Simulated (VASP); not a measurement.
Energy against volume of AlSb (zinc blende). These are PBEsol GGA, VASP's PBE PAW potentials (set 64) (plane waves; VASP 6.6.1) values and carry that method's errors. Settings: 520 eV cut-off, 8×8×8 Γ-centred mesh, Gaussian smearing of 0.050 eV, potentials Al Sb.

```
V (Å³/atom)  E (eV/atom)
-----------  -----------
27.582          -4.41379
28.462          -4.42898
29.342          -4.43369
30.223          -4.42950
```

### Question
Fit these four points and predict the energy of the run at 31.103 Å³/atom.

### Answer
A cubic in V^(−2/3), the third-order Birch-Murnaghan form, passes through the four points with V0 = 29.34 Å³/atom and B0 = 54 GPa, and gives -4.4178 eV/atom there. The run gave -4.4178 eV/atom, +0.0 meV/atom from the fit; all five points give B0 = 54 GPa.

The compound is AlSb in the zinc blende structure. It was relaxed first.
